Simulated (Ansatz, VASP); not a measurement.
## Two plane-wave programs on BiTe

File POSCAR:

```
BiTe
1.0
    0.0000000000      3.2006124795      3.2006124795
    3.2006124795      0.0000000000      3.2006124795
    3.2006124795      3.2006124795      0.0000000000
Bi Te
1 1
Direct
    0.0000000000      0.0000000000      0.0000000000
    0.5000000000      0.5000000000      0.5000000000
```

File INCAR.step1:

```
ALGO = Normal
EDIFF = 1E-4
ENCUT = 520
GGA = PE
ISMEAR = 0
LASPH = T
LCHARG = F
LREAL = F
LWAVE = T
NBANDS = 18
NELM = 100
PREC = Accurate
SIGMA = 0.1
```

INCAR.step2

```
ALGO = Normal
EDIFF = 1E-6
ENCUT = 520
ISIF = 2
ISMEAR = 0
ISTART = 1
LASPH = T
LCHARG = T
LELF = T
LMIXTAU = T
LREAL = F
LVHAR = T
LWAVE = F
METAGGA = R2SCAN
NBANDS = 18
NELM = 100
PREC = Accurate
SIGMA = 0.1
```

KPOINTS

```
k-points
0
Gamma
  12 12 12
```

Input for Ansatz:

```yaml
crystal:
  lattice:
    - [0.0, 3.2006124795, 3.2006124795]
    - [3.2006124795, 0.0, 3.2006124795]
    - [3.2006124795, 3.2006124795, 0.0]
  atoms:
    - { symbol: Bi, position: [0.0, 0.0, 0.0] }
    - { symbol: Te, position: [0.5, 0.5, 0.5] }
basis:
  ecutwfc: 500
kpoints:
  mp_grid: { grid: [12, 12, 12] }
hamiltonian:
  xc: r2scan
scf:
  occupations: { method: gaussian, width: 0.1 }
output:
  forces: true
  stress: true
  eigenvalues: true
```

Alike in both runs: task single point; functional r2SCAN; k mesh 12 × 12 × 12; occupations gaussian, width 0.1 eV; no spin polarisation.

|  | VASP | Ansatz |
| --- | --- | --- |
| version | VASP 6.6.1 | Ansatz 0.2.0 |
| potentials or method | VASP PAW PBE potentials, release 64 (Bi_d, Te) | scalar-relativistic, plane waves, PAW |
| plane-wave cutoff (eV) | 520 | 500 |
| valence electrons in the cell | 21 | 31 |

```tsv
	VASP	Ansatz	Ansatz less VASP
gap on the k mesh at the Fermi level (eV)	none	none	-
pressure (GPa)	1.7	1.7	+0.03
```

A gap of «none» marks a metal or a gap that the smearing closes. The two sets of potentials don't hold the same shells in valence.

Caveats: the PAW data sets were made with another functional, which shifts forces and pressure a little (VASP); spin-orbit coupling is left out, which moves the levels of the heavy elements.
